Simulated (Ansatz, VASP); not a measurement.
Two plane-wave programs on FePt (Tetraferroplatinum)

```
Fe Pt
1.0
     2.70099    0.00000    0.00000
     0.00000    2.70099    0.00000
     0.00000    0.00000    3.72836
Fe Pt
1 1
Direct
  0.00000 0.00000 0.00000
  0.50000 0.50000 0.50000
```

Alike in both runs: functional PBE; dispersion D3(BJ); k mesh 16 × 16 × 12; occupations gaussian, width 0.1 eV; collinear spin.

Ansatz relaxed the structure, and its values are those at the end. VASP's run is a single point on that final structure, the one shown.

```csv
,VASP,Ansatz
version,VASP 6.6.1,Ansatz 0.2.0
potentials or method,"VASP PAW PBE potentials, release 64 (Fe, Pt)","scalar-relativistic, plane waves, PAW"
plane-wave cutoff (eV),520,420
valence electrons in the cell,18,34
```

Ansatz gave:

```
gap on the k mesh at the Fermi level (eV)                     : none
pressure (GPa)                                                : 0.0
net moment per atom (μB)                                      : 1.62
size of the moment on the site where the two differ most (μB) : 0.38
```

Estimate VASP's values.

gap on the k mesh at the Fermi level (eV): none; pressure (GPa): -0.4; net moment per atom (μB): 1.62; size of the moment on the site where the two differ most (μB): 0.32.

Site moments also hang on the region over which each program counts them. A gap of «none» marks a metal or a gap that the smearing closes. The two sets of potentials don't hold the same shells in valence.

Caveats: pairwise dispersion overbinds metals, which lowers pressure and volume. Spin-orbit coupling is left out, which matters for the levels of Pt.
